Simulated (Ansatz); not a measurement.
# Al: a line through a two-coordinate scan

How does the energy of Al (Im-3m, No. 229; 1 atom in the cell) vary with volume per atom, at c/a of the conventional cell = 1.348?

Program: Ansatz 0.2.0. Level of theory: DFT LDA, scalar-relativistic, plane waves, PAW. These are calculated values, not measurements.

26 further runs of the same task are left out: 26 set aside as unsound or not needed.

## 1. Starting point

Symmetry: Im-3m, No. 229, cubic system. Conventional cell: a = 3.189 Å, b = 3.189 Å, c = 3.189 Å, α = 90.00°, β = 90.00°, γ = 90.00°. Around Al (site symmetry m-3m) lie 8 Al at 2.76 Å.

Structure file:

```cif
data_structure
_symmetry_space_group_name_H-M 'P 1'
_symmetry_Int_Tables_number 1
_cell_length_a 2.7619
_cell_length_b 2.7619
_cell_length_c 2.7619
_cell_angle_alpha 109.471
_cell_angle_beta 109.471
_cell_angle_gamma 109.471
_cell_volume 16.22
loop_
_atom_site_label
_atom_site_type_symbol
_atom_site_fract_x
_atom_site_fract_y
_atom_site_fract_z
_atom_site_occupancy
Al1 Al 0.00000 0.00000 0.00000 1
```

It goes back to an entry of the Materials Project, which need not be the stable form.

It is the result of an earlier relaxation at this level (volume 16.22 Å³/atom; gap on the mesh: none (metal)).

## 2. Plan of the line

The energy is mapped over volume and the cell's shape.

First coordinate, volume per atom: 7 values from 14.92 to 17.52 Å³. Second coordinate, c/a of the conventional cell: 9 values from 0.861 to 1.566.

Nothing else is relaxed (symmetry fixes all fractional coordinates). Energies count from the relaxed crystal. Points are written as (first, second).

## 3. Grid point (15.35 Å³, 1.348)

input.yaml reads:

```yaml
crystal:
  lattice:
    - [-1.4172229339, 1.4172229339, 1.910983404]
    - [1.4172229339, -1.4172229339, 1.910983404]
    - [1.4172229339, 1.4172229339, -1.910983404]
  atoms:
    - { symbol: Al, position: [0.0, 0.0, 0.0] }
basis:
  ecutwfc: 420
kpoints:
  mp_grid: { grid: [22, 22, 22] }
hamiltonian:
  xc: lda
scf:
  occupations: { method: gaussian, width: 0.15 }
output:
  forces: true
  stress: true
  eigenvalues: true
```

Started as:

```console
> ansatz run input.yaml --threads 1 --pin off --max-ram 2048MiB --backend cpu --events-out ev --progress --plain --runs-dir out
```

Further runs follow: the other points of the line.

**Question.** What will these runs give? Wanted: for each run, volume per atom; energy; slope; pressure.

**Answer**, as computed:

| volume per atom (Å³) | step | energy (meV/atom) | slope (meV/atom per Å³) | pressure (GPa) |
| --- | --- | --- | --- | --- |
| 14.92 | – | −80 | −36 | 5.7 |
| 15.35 | 3 | −91 | −17 | 2.8 |
| 15.79 | – | −95 | −2 | 0.3 |
| 16.22 | 4 | −93 | 12 | −1.9 |
| 16.65 | 5 | −85 | 23 | −3.7 |
| 17.08 | 6 | −73 | 33 | −5.3 |
| 17.52 | 7 | −57 | 42 | −6.7 |

Energies count from the relaxed crystal. Rows without a step come from runs not printed here or follow by symmetry. Slopes come from the forces (and the stress, where the cell changes), not from differences of energies.

**Reading.** Along the line the energy is lowest at 15.79 Å³, −95 meV/atom from the zero. A fit to energies and slopes at the lowest point and its two neighbours puts the minimum at 15.837 Å³, with a curvature of about 33 meV/atom per (Å³)². V·d²E/dV² there is about 84 GPa, a bulk modulus under this line's constraint. The well is lopsided: two grid steps out, the energy rises by 15 meV/atom towards smaller values and 10 meV/atom towards larger ones. The highest point computed, at 17.52 Å³, lies 38 meV/atom above the lowest. This is one cut through a surface in two coordinates; the map's lowest point lies off it.
